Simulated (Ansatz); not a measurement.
# Si: the cost of one run

Program: Ansatz 0.2.0. Level of theory: DFT PBE, scalar-relativistic, plane waves, PAW. These are calculated values, not measurements.

5 further runs of the same task are left out: 5 set aside as unsound or not needed. Runs told in other sessions of the task aren't counted.

## (1) The starting structure

Symmetry: I4/mmm, No. 139, tetragonal system. Conventional cell: a = 6.691 Å, b = 6.691 Å, c = 3.861 Å, α = 90.00°, β = 90.00°, γ = 90.00°. Si (site symmetry m2m) has 4 Si at 2.36 to 2.39 Å in its first shell of neighbours.

Structure file:

```cif
data_structure
_symmetry_space_group_name_H-M 'I4/mmm'
_symmetry_Int_Tables_number 139
_cell_length_a 6.6912
_cell_length_b 6.6912
_cell_length_c 3.8608
_cell_angle_alpha 90.000
_cell_angle_beta 90.000
_cell_angle_gamma 90.000
_cell_volume 172.86
loop_
_atom_site_label
_atom_site_type_symbol
_atom_site_symmetry_multiplicity
_atom_site_Wyckoff_symbol
_atom_site_fract_x
_atom_site_fract_y
_atom_site_fract_z
_atom_site_occupancy
Si1 Si 8 h 0.67861 0.67861 0.50000 1
```

It goes back to an entry of the Materials Project, which need not be the stable form.

It is the result of an earlier relaxation at this level (volume 21.61 Å³/atom; gap on the mesh: 0.41 eV).

## (2) The scan

The energy is mapped over two normal modes frozen in (zone-centre modes of the cell shown, which folds in the wave vector (0, 0, 1/2) of the primitive cell).

The axes are (1) amplitude of mode 4 (126 cm⁻¹), largest displacement: 11 values from −0.426 Å; (2) amplitude of mode 7 (146 cm⁻¹), largest displacement: 11 values from −0.261 Å.

Nothing else is relaxed (the cell and all other modes fixed). Energies count from the relaxed high-symmetry cell. Points are written as (first, second).

The modes come from a phonon run on the reference cell, made beforehand.

The patterns, per unit of each coordinate (Å):

| atom | x1 | y1 | z1 | x2 | y2 | z2 |
| --- | --- | --- | --- | --- | --- | --- |
| Si1 | 0.000 | 0.000 | 0.091 | 0.000 | 0.000 | 1.000 |
| Si2 | 0.000 | 0.000 | -0.091 | 0.000 | 0.000 | 1.000 |
| Si3 | 0.000 | 0.000 | -0.091 | 0.000 | 0.000 | 1.000 |
| Si4 | 0.000 | 0.000 | 0.091 | 0.000 | 0.000 | 1.000 |
| Si5 | 0.000 | 0.000 | 1.000 | 0.000 | 0.000 | -1.000 |
| Si6 | 0.000 | 0.000 | -1.000 | 0.000 | 0.000 | -1.000 |
| Si7 | 0.000 | 0.000 | 1.000 | 0.000 | 0.000 | -1.000 |
| Si8 | 0.000 | 0.000 | -1.000 | 0.000 | 0.000 | -1.000 |

## (3) Grid point (0.000 Å, −0.261 Å)

Contents of input.yaml:

```yaml
crystal:
  lattice:
    - [0.0, 0.0, 3.8608359371]
    - [3.3455832253, -3.3455832253, -1.9304179686]
    - [6.6911664507, 6.6911664507, 0.0]
  atoms:
    - { symbol: Si, position: [-0.0676019402, 0.0, 0.1786105076] }
    - { symbol: Si, position: [0.4323980598, 0.0, 0.6786105076] }
    - { symbol: Si, position: [0.4323980598, 0.0, 0.3213894924] }
    - { symbol: Si, position: [-0.0676019402, 0.0, 0.8213894924] }
    - { symbol: Si, position: [0.8889914325, 0.6427789847, 0.0] }
    - { symbol: Si, position: [0.3889914325, 0.6427789847, 0.5] }
    - { symbol: Si, position: [0.2462124478, 0.3572210153, 0.0] }
    - { symbol: Si, position: [0.7462124478, 0.3572210153, 0.5] }
basis:
  ecutwfc: 420
kpoints:
  mp_grid: { grid: [10, 10, 4] }
hamiltonian:
  xc: pbe
  pseudopotentials: { kind: paw, azcp: { folder: soft_1 } }
scf:
  occupations: { method: gaussian, width: 0.05 }
output:
  forces: true
  stress: true
  eigenvalues: true
  write_density: true
  write_potential: true
  elf: true
  volumetric_format: npy
```

Started as:

```
$ ansatz run input.yaml --threads 2 --pin off --max-ram 4096MiB --backend cpu --events-out ev --progress --plain --runs-dir out
```

What time and memory should one allow on 2 threads of Arm Neoverse N1, shared host?

About 48 s, with a peak of 0.56 GiB.
